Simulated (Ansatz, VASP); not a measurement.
## SiC: VASP beside Ansatz

```
Si C
1.0
     0.00000    2.12199    2.12199
     2.12199    0.00000    2.12199
     2.12199    2.12199    0.00000
Si C
1 1
Direct
  0.75000 0.75000 0.75000
  0.00000 0.00000 0.00000
```

Alike in both runs: task single point; functional PBE; k mesh 10 × 10 × 10; occupations gaussian, width 0.02 eV; no spin polarisation.

```csv
,VASP,Ansatz
version,VASP 6.6.1,Ansatz 0.2.0
potentials or method,"VASP PAW PBE potentials, release 64 (Si, C)","scalar-relativistic, plane waves, PAW"
plane-wave cutoff (eV),520,420
valence electrons in the cell,8,8
```

Ansatz gave:

- gap on the k mesh at the Fermi level (eV): 1.28
- least direct gap on the mesh (eV): 4.62
- pressure (GPa): 24.1

Question: What did VASP give for the same quantities?

Answer: gap on the k mesh at the Fermi level (eV): 1.28; least direct gap on the mesh (eV): 4.62; pressure (GPa): 24.0.

With one functional, cell and mesh, what is left measures potentials, basis and numerics.

Caveats: so large a pressure means that the cell lies far from this level's equilibrium, or that cutoff or potentials fall short (VASP). PBE gaps usually lie below the measured ones, often by a third to a half. A k mesh can miss the band edges.
